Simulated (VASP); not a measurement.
# GaSb (F-43m) in VASP: single point with PBE

Aim: the single point of GaSb with PBE.

Program: VASP 6.6.1. These are calculated values, not measurements. Logs are shortened: lines on timing, memory, paths and dates and some standing lists are left out, and cuts for length are marked.

**Experimental background.**

From a printed reference work, data compilation, for a bulk crystal of GaSb at 4.2 K: band gap 0.811 eV (direct).

The results are compared with them further down.

## (1) The cell of the first run

It takes space group F-43m (No. 216, cubic). The conventional cell has a = 6.214 Å, b = 6.214 Å, c = 6.214 Å, α = 90.00°, β = 90.00°, γ = 90.00°. Ga (site symmetry -43m) has 4 Sb at 2.69 Å within 3.5 Å. Within 3.5 Å of Sb (site symmetry -43m) lie 4 Ga at 2.69 Å.

## (2) Single point, PBE

File INCAR:

```
  PREC = Accurate
  ENCUT = 520
  EDIFF = 1E-7
  ISMEAR = 0
  SIGMA = 0.15
  LREAL = F
  LASPH = T
  NELM = 60
  ALGO = Normal
  ISIF = 2
  LWAVE = F
  LCHARG = T
  GGA = PE
  LELF = T
  LVHAR = T
  NBANDS = 16
```

File KPOINTS:

```
regular mesh
0
Gamma
  14 14 14
```

File POSCAR:

```
GaSb
1.0
    0.0000000000      3.1069206285      3.1069206285
    3.1069206285      0.0000000000      3.1069206285
    3.1069206285      3.1069206285      0.0000000000
Ga Sb
1 1
Direct
    0.0000000000      0.0000000000      0.0000000000
    0.7500000000      0.7500000000      0.7500000000
```

Potentials or basis: VASP PAW PBE potentials, release 64 (Ga_d, Sb).

Run with:

```bash
$ cat potpaw_PBE.64/Ga_d/POTCAR potpaw_PBE.64/Sb/POTCAR > POTCAR
$ mpirun -np 1 vasp_std > vasp.out
```

OUTCAR:

```text
PREC = Accurate
   ENCUT = 520
   EDIFF = 1E-7
   ISMEAR = 0
   LREAL = F
   LASPH = T
   NELM = 60
   ISIF = 2
   GGA = PE

 ion  position               nearest neighbor table
   1  0.000  0.000  0.000-   2 2.69   2 2.69   2 2.69   2 2.69
   2  0.750  0.750  0.750-   1 2.69   1 2.69   1 2.69   1 2.69

  LATTYP: Found a face centered cubic cell.
 ALAT       =     6.2138412570

  Lattice vectors:

 A1 = (   0.0000000000,   3.1069206285,   3.1069206285)
 A2 = (   3.1069206285,   0.0000000000,   3.1069206285)
 A3 = (   3.1069206285,   3.1069206285,   0.0000000000)

Analysis of symmetry for initial positions (statically):
=====================================================================
 Subroutine PRICEL returns:
 Original cell was already a primitive cell.

 Routine SETGRP: Setting up the symmetry group for a
 face centered cubic supercell.

 Subroutine GETGRP returns: Found 24 space group operations
 (whereof 24 operations were pure point group operations)
 out of a pool of 48 trial point group operations.

The static configuration has the point symmetry T_d .

Analysis of symmetry for dynamics (positions and initial velocities):
=====================================================================
 Subroutine PRICEL returns:
 Original cell was already a primitive cell.

 Routine SETGRP: Setting up the symmetry group for a
 face centered cubic supercell.

 Subroutine GETGRP returns: Found 24 space group operations
 (whereof 24 operations were pure point group operations)
 out of a pool of 48 trial point group operations.

The dynamic configuration has the point symmetry T_d .

 Subroutine INISYM returns: Found 24 space group operations
 (whereof 24 operations are pure point group operations),
 and found     1 'primitive' translations

----------------------------------------------------------------------------------------

                                     Primitive cell

  volume of cell :      59.9819

  direct lattice vectors                    reciprocal lattice vectors
     0.000000000  3.106920629  3.106920629    -0.160931050  0.160931050  0.160931050
     3.106920629  0.000000000  3.106920629     0.160931050 -0.160931050  0.160931050
     3.106920629  3.106920629  0.000000000     0.160931050  0.160931050 -0.160931050

  length of vectors
     4.393849290  4.393849290  4.393849290     0.278740756  0.278740756  0.278740756

  position of ions in fractional coordinates (direct lattice)
     0.000000000  0.000000000  0.000000000
     0.750000000  0.750000000  0.750000000

  ion indices of the primitive-cell ions
   primitive index   ion index
                 1           1
                 2           2

----------------------------------------------------------------------------------------

 KPOINTS: regular mesh

Automatic generation of k-mesh.
 Grid dimensions read from file:
 generate k-points for:   14   14   14

 Generating k-lattice:

  Cartesian coordinates                     Fractional coordinates (reciprocal lattice)
    -0.011495075  0.011495075  0.011495075     0.071428571  0.000000000  0.000000000
     0.011495075 -0.011495075  0.011495075     0.000000000  0.071428571  0.000000000
     0.011495075  0.011495075 -0.011495075     0.000000000  0.000000000  0.071428571

  Length of vectors
     0.019910054  0.019910054  0.019910054

  Shift w.r.t. Gamma in fractional coordinates (k-lattice)
     0.000000000  0.000000000  0.000000000

 Subroutine IBZKPT returns following result:
 ===========================================

 Found    104 irreducible k-points:

 Following reciprocal coordinates:
            Coordinates               Weight
  0.000000  0.000000  0.000000      1.000000
  0.071429  0.000000  0.000000      8.000000
  0.142857  0.000000  0.000000      8.000000
  0.214286  0.000000  0.000000      8.000000
  0.285714  0.000000  0.000000      8.000000
  0.357143  0.000000  0.000000      8.000000
[... 16 lines left out ...]
  0.214286  0.142857  0.000000     24.000000
  0.285714  0.142857  0.000000     24.000000
 [... further k-points ...]
   k-points           NKPTS =    104   k-points in BZ     NKDIM =    104   number of bands    NBANDS=     16
   number of dos      NEDOS =    301   number of ions     NIONS =      2
   total plane-waves  NPLWV =  46656
   dimension x,y,z NGX =    36 NGY =   36 NGZ =   36
   dimension x,y,z NGXF=    72 NGYF=   72 NGZF=   72
   ions per type =               1   1
   NGX,Y,Z   is equivalent  to a cutoff of  13.62, 13.62, 13.62 a.u.
   NGXF,Y,Z  is equivalent  to a cutoff of  27.24, 27.24, 27.24 a.u.
 SYSTEM =  unknown system
   PREC   = accura    normal or accurate (medium, high low for compatibility)
   ISTART =      0    job   : 0-new  1-cont  2-samecut
   ICHARG =      2    charge: 1-file 2-atom 10-const
   ISPIN  =      1    spin polarized calculation?
   LNONCOLLINEAR =      F non collinear calculations
   LSORBIT =      F    spin-orbit coupling
   LASPH  =      T    aspherical Exc in radial PAW
   ENCUT  =  520.0 eV  38.22 Ry    6.18 a.u.   8.17  8.17  8.17*2*pi/ulx,y,z
   NELM   =     60;   NELMIN=  2; NELMDL= -5     # of ELM steps
   EDIFF  = 0.1E-06   stopping-criterion for ELM
   LREAL  =      F    real-space projection
   EDIFFG = 0.1E-05   stopping-criterion for IOM
   NSW    =      0    number of steps for IOM
   IBRION =     -1    ionic relax: 0-MD 1-quasi-New 2-CG
   NFREE  =      0    steps in history (QN), initial steepest desc. (CG)
   ISIF   =      2    stress and relaxation
   ISYM   =      2    0-nonsym 1-usesym 2-fastsym
   POTIM  = 0.5000    time-step for ionic-motion
   TEBEG  =    0.0;   TEEND  =   0.0 temperature during run
   PSTRESS=    0.0 pullay stress
   NELECT =      18.0000    total number of electrons
   NUPDOWN=      -1.0000    fix difference up-down
   EMIN   =  10.00;   EMAX   =-10.00  energy-range for DOS
   EFERMI =   0.00;   METHOD = LEGACY
   ISMEAR =     0;   SIGMA  =   0.15  broadening in eV -4-tet -1-fermi 0-gaus
   EFERMI_NEDOS =   21; number of points for ismear=-14 and -15
   IALGO  =     38    algorithm
   IMIX   =      4    mixing-type and parameters
     AMIX     =   0.40;   BMIX     =  1.00
     AMIX_MAG =   1.60;   BMIX_MAG =  1.00
  volume/ion in A,a.u.               =      29.99       202.39
  Fermi-wavevector in a.u.,A,eV,Ry     =   1.096038  2.071211 16.344661  1.201299
  Thomas-Fermi vector in A             =   2.232372
   LORBIT       =      0    0 simple, 1 ext, 2 COOP (PROOUT), +10 PAW based schemes
   GGA     = PE    functional components
   LHFCALC =     F    Hartree Fock is set to
   AEXX    =    0.0000 exact exchange contribution
   IVDW    =     0    specifies the selected vdW correction
   LEPSILON=     F    determine dielectric tensor
   LRPA    =     F    only Hartree local field effects (RPA)
 non-spin polarized calculation
 Gauss-broadening in eV      SIGMA  =   0.15
  energy-cutoff  :      520.00
  volume of cell :       59.98
 maximum number of plane-waves:      1639
 NGX is ok and might be reduce to    36
   NGX = 17   NGY = 17   NGZ = 17

 number of electron      17.9999991 magnetization

 Free energy of the ion-electron system (eV)
  ---------------------------------------------------
  ext. energy  EPLUGINS =         0.00000000
  ---------------------------------------------------
  free energy    TOTEN  =        -7.37358284 eV

  energy without entropy =       -7.37333519  energy(sigma->0) =       -7.37345902

 E-fermi :   4.5189     XC(G=0):  -8.8875

 val. band max:        4.4038936700   @ k =   0.0000   0.0000   0.0000
 cond. band min:       4.7146753424   @ k =   0.5000   0.0000   0.0000
 fundamental gap:      0.3107816724
 Fermi energy:         4.5188582100

 k-point     1 :       0.0000    0.0000    0.0000
  band No.  band energies     occupation
      1     -10.5434      2.00000
      2     -10.5434      2.00000
      3     -10.5434      2.00000
      4     -10.5004      2.00000
      5     -10.5004      2.00000
      6      -6.7579      2.00000
[... 8 lines left out ...]
     15      12.9077      0.00000
     16      12.9077      0.00000

 k-point     2 :       0.0714    0.0000    0.0000
  band No.  band energies     occupation
      1     -10.5445      2.00000
      2     -10.5428      2.00000
      3     -10.5428      2.00000
      4     -10.5005      2.00000
      5     -10.5005      2.00000
      6      -6.7082      2.00000
[... 8 lines left out ...]
     15      12.5179      0.00000
     16      12.5179      0.00000

 k-point     3 :       0.1429    0.0000    0.0000
  band No.  band energies     occupation
      1     -10.5477      2.00000
      2     -10.5414      2.00000
      3     -10.5414      2.00000
      4     -10.5006      2.00000
      5     -10.5006      2.00000
      6      -6.5617      2.00000
[... 8 lines left out ...]
     15      12.0726      0.00000
     16      12.0726      0.00000

 k-point     4 :       0.2143    0.0000    0.0000
  band No.  band energies     occupation
      1     -10.5523      2.00000
      2     -10.5395      2.00000
      3     -10.5395      2.00000
      4     -10.5007      2.00000
      5     -10.5007      2.00000
      6      -6.3259      2.00000
[... 8 lines left out ...]
     15      11.8995      0.00000
     16      11.8995      0.00000

 k-point     5 :       0.2857    0.0000    0.0000
  band No.  band energies     occupation
      1     -10.5573      2.00000
      2     -10.5374      2.00000
      3     -10.5374      2.00000
      4     -10.5006      2.00000
      5     -10.5006      2.00000
      6      -6.0184      2.00000
[... 8 lines left out ...]
     15      12.0980      0.00000
     16      12.0980      0.00000

 k-point     6 :       0.3571    0.0000    0.0000
  band No.  band energies     occupation
      1     -10.5618      2.00000
      2     -10.5357      2.00000
      3     -10.5357      2.00000
      4     -10.5005      2.00000
      5     -10.5005      2.00000
      6      -5.6763      2.00000
[... 8 lines left out ...]
     15      12.6624      0.00000
     16      12.6624      0.00000

 k-point     7 :       0.4286    0.0000    0.0000
  band No.  band energies     occupation
      1     -10.5649      2.00000
      2     -10.5347      2.00000
      3     -10.5347      2.00000
      4     -10.5002      2.00000
      5     -10.5002      2.00000
      6      -5.3774      2.00000
[... 8 lines left out ...]
     15      13.4812      0.00000
     16      13.4812      0.00000

 k-point     8 :       0.5000    0.0000    0.0000
  band No.  band energies     occupation
      1     -10.5660      2.00000
      2     -10.5343      2.00000
      3     -10.5343      2.00000
      4     -10.5001      2.00000
      5     -10.5001      2.00000
      6      -5.2505      2.00000
[... 8 lines left out ...]
     15      14.1378      0.00000
     16      14.1378      0.00000

 k-point     9 :       0.0714    0.0714    0.0000
  band No.  band energies     occupation
      1     -10.5455      2.00000
      2     -10.5424      2.00000
      3     -10.5424      2.00000
      4     -10.5008      2.00000
      5     -10.5002      2.00000
      6      -6.6916      2.00000
[... 8 lines left out ...]
     15      11.9991      0.00000
     16      12.9719      0.00000
[... 172 lines left out ...]
 k-point    19 :      -0.2143    0.0714    0.0000
  band No.  band energies     occupation
      1     -10.5550      2.00000
      2     -10.5388      2.00000
      3     -10.5376      2.00000
      4     -10.5013      2.00000
      5     -10.5002      2.00000
      6      -6.1882      2.00000
[... 8 lines left out ...]
     15      11.7496      0.00000
     16      12.5592      0.00000

 k-point    20 :      -0.1429    0.0714    0.0000
  band No.  band energies     occupation
      1     -10.5503      2.00000
      2     -10.5408      2.00000
      3     -10.5396      2.00000
      4     -10.5011      2.00000
      5     -10.5003      2.00000
      6      -6.4494      2.00000
[... 8 lines left out ...]
     15      11.5529      0.00000
     16      12.1686      0.00000

 k-point    21 :      -0.0714    0.0714    0.0000
  band No.  band energies     occupation
      1     -10.5466      2.00000
      2     -10.5423      2.00000
      3     -10.5415      2.00000
      4     -10.5008      2.00000
      5     -10.5003      2.00000
      6      -6.6262      2.00000
[... 8 lines left out ...]
     15      11.9384      0.00000
     16      12.3724      0.00000

 k-point    22 :       0.1429    0.1429    0.0000
  band No.  band energies     occupation
      1     -10.5512      2.00000
      2     -10.5396      2.00000
      3     -10.5396      2.00000
      4     -10.5019      2.00000
      5     -10.4997      2.00000
      6      -6.4950      2.00000
[... 8 lines left out ...]
     15      11.4820      0.00000
     16      13.1646      0.00000

 k-point    23 :       0.2143    0.1429    0.0000
  band No.  band energies     occupation
      1     -10.5550      2.00000
      2     -10.5378      2.00000
      3     -10.5376      2.00000
      4     -10.5026      2.00000
      5     -10.4995      2.00000
      6      -6.3192      2.00000
[... 8 lines left out ...]
     15      12.1303      0.00000
     16      13.0866      0.00000

 k-point    24 :       0.2857    0.1429    0.0000
  band No.  band energies     occupation
      1     -10.5592      2.00000
      2     -10.5361      2.00000
      3     -10.5354      2.00000
      4     -10.5030      2.00000
      5     -10.4993      2.00000
      6      -6.0602      2.00000
[... 8 lines left out ...]
     15      12.6592      0.00000
     16      13.1034      0.00000

 [... further k-points ...]

------------------------ aborting loop because EDIFF is reached ----------------------------------------

  FORCE on cell =-STRESS in cart. coord.  units (eV):
  Direction    XX          YY          ZZ          XY          YZ          ZX
  --------------------------------------------------------------------------------------
  -------------------------------------------------------------------------------------
  Total        0.0243222      0.0243222      0.0243222      0.0000000      0.0000000      0.0000000
  in kB        0.6496712      0.6496712      0.6496712      0.0000000      0.0000000      0.0000000
  external PRESSURE =       0.6496712 kB  Pullay stress =       0.0000000 kB

 VOLUME and BASIS-vectors are now :
 -----------------------------------------------------------------------------
  energy-cutoff  :      520.00
  volume of cell :       59.98
      direct lattice vectors                 reciprocal lattice vectors
     0.000000000  3.106920629  3.106920629    -0.160931050  0.160931050  0.160931050
     3.106920629  0.000000000  3.106920629     0.160931050 -0.160931050  0.160931050
     3.106920629  3.106920629  0.000000000     0.160931050  0.160931050 -0.160931050

 POSITION                                       TOTAL-FORCE (eV/Angst)
 -----------------------------------------------------------------------------------
      0.00000      0.00000      0.00000        -0.000000     -0.000000     -0.000000
      4.66038      4.66038      4.66038         0.000000      0.000000      0.000000
 -----------------------------------------------------------------------------------
    total drift:                               -0.000001     -0.000001     -0.000001

  FREE ENERGIE OF THE ION-ELECTRON SYSTEM (eV)
  ---------------------------------------------------
  free  energy   TOTEN  =        -7.3735828416 eV

  energy  without entropy=       -7.3733351893  energy(sigma->0) =       -7.37345902
```

Wall time 2.6 min (1 thread of Intel Xeon Platinum 8488C (Sapphire Rapids), shared host); peak memory 0.27 GiB.

What came out:

```yaml
Free_energy: -7.3736 eV
Pressure: 0.1 GPa
Band_gap_on_the_k_mesh: zero (filled and empty bands touch)
```

Caveat: spin-orbit coupling is left out, which moves the levels of the heavy elements.

## (3) Against experiment

Step 2. Against the measured gap of GaSb, 0.811 eV (direct; 4.2 K; a printed reference work, data compilation), the calculated 0.00 eV is off by -0.81 eV. Spin-orbit coupling on Ga, Sb is left out. The value is that of PBE on a finite k mesh, which can miss the band edges, without temperature or zero-point motion. Semilocal functionals fall short of measured gaps as a rule.
